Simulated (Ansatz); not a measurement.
Input and command of a plane-wave DFT calculation in Ansatz:

```yaml
crystal:
  lattice:
    - [2.6689760219, 0.0, 0.0]
    - [-1.3344880109, 2.3114010371, 0.0]
    - [0.0, 0.0, 4.2161734898]
  atoms:
    - { symbol: Rh, position: [0.3333333333, 0.6666666667, 0.25] }
    - { symbol: Rh, position: [0.6666666667, 0.3333333333, 0.75] }
basis:
  ecutwfc: 420
kpoints:
  mp_grid: { grid: [12, 12, 6] }
hamiltonian:
  xc: pbe
scf:
  occupations: { method: gaussian, width: 0.1 }
output:
  forces: true
  stress: true
  eigenvalues: true
relax:
  adjacent_minimum: "off"
  f_tol: 0.05
  max_steps: 60
  cell: { stress_tol: 0.5 }
```

```bash
ansatz run input.yaml --threads 1 --pin off --max-ram 2560MiB --backend cpu --events-out ev --progress --plain --runs-dir out
```

Processor: Intel(R) Xeon(R) 6975P-C (Granite Rapids), 1 thread, on a host shared with other jobs.

Problem. How long does it run, and how much memory does it take?

Solution. About 7 s on 1 thread of Intel(R) Xeon(R) 6975P-C (Granite Rapids) (shared host), peak memory 0.36 GiB. It solves 21 bands at 76 k points (the mesh reduced by the symmetry that the task leaves, which can be less than the crystal's) with about 549 plane waves (on the last cell), in 36 SCF iterations over 6 ionic steps.
